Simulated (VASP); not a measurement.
# FeO (Wuestite): single point with PBE

The system is FeO (Wuestite).

```
CELL_PARAMETERS angstrom
3.06986 0.00000 0.00000
1.56698 2.63981 0.00000
1.56698 0.89210 2.48451
ATOMIC_POSITIONS crystal
Fe 0.00000 0.00000 0.00000
O 0.50000 0.50000 0.50000
```

```
Program                : VASP 6.6.1
Task                   : single point
Functional             : PBE
Potentials or basis    : VASP PAW PBE potentials, release 54 (Fe, O)
Cutoff                 : 520 eV
k mesh                 : 11 × 11 × 11
Occupations            : gaussian, width 0.1 eV
Spin                   : collinear spin, ferromagnetic start
Starting moments       : [3.0, 0.0] μB
Further INCAR settings : ALGO = Normal; EDIFF = 1.00e-06; NBANDS = 18
```

```
Pressure                                              : -1.2 GPa
Band gap on the k mesh                                : none (metal or under the smearing width)
Net moment                                            : 4.00 μB per cell
Site moments                                          : Fe +3.62; O +0.30 μB
Valence electrons inside the program's atomic spheres : Fe 6.72; O 4.99
```

Stress tensor (GPa, compression positive):
```
-1.52 -0.37 -0.26
-0.37 -1.07 -0.15
-0.26 -0.15 -0.96
```

Levels at points of the mesh, in eV from the Fermi level:
Spin up:
```tsv
k point	band 5	band 6	band 7	band 8	band 9	band 10	band 11	band 12	band 13	band 14
(0.00, 0.00, 0.00)	-3.84	-3.74	-3.74	-3.67	-3.67	0.06	15.45	16.72	17.13	17.13
```
Spin down:
| k point | band 1 | band 2 | band 3 | band 4 | band 5 | band 6 | band 7 | band 8 | band 9 | band 10 |
| --- | --- | --- | --- | --- | --- | --- | --- | --- | --- | --- |
| (0.00, 0.00, 0.00) | -20.14 | -3.29 | -3.18 | -3.18 | -0.78 | -0.70 | -0.70 | 0.20 | 0.20 | 0.87 |

It took 67 s on 1 thread of AMD EPYC 9R45 (Zen 5) (shared host), peak memory 0.18 GiB.

Caveat: a cell with one magnetic atom can't hold antiferromagnetic order, which such compounds often take; semilocal functionals often make such compounds metallic where correlation or magnetic order opens a gap, which also shifts bond lengths. With open d or f shells a metallic result of PBE can be an artefact of self-interaction; +U or a hybrid may open a gap.
